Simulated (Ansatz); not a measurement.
Take CsCl in the CsCl type structure (space group Pm-3m, No. 221; a = 4.140 Å) as the base. Axes: x, y, z lie along the cube axes.

Method: r2SCAN (Ansatz, a program for electronic structure), no spin-orbit coupling.

For the base:

The shortest interatomic distance is 6.776 bohr. The valley order is Γ 5.91 eV; M along ⟨110⟩ 6.56 eV.

The change: tensor shear ε_yz = −0.75 % (engineering shear γ = -0.0150); the atoms relax in the strained cell.

Problem. Estimate the effect on the shortest interatomic distance, valley order and stress.

Solution. The shortest interatomic distance shrinks by 0.034 bohr, from 6.776 bohr to 6.742 bohr; the valley order (the lowest conduction-band minima on the path, energy above the VBM, named in the base's zone) goes from Γ 5.91 eV; M along ⟨110⟩ 6.56 eV to Γ 5.91 eV; M along [011] 6.54 eV; M along [110] 6.55 eV; the stress (xx, yy, zz, yz, xz, xy; compression positive) amounts to (0.01, 0.01, 0.01, 0.13, 0.00, 0.00) GPa.

The levels and masses belong to the bands next to the band gap. Stability against distortions was not tested.
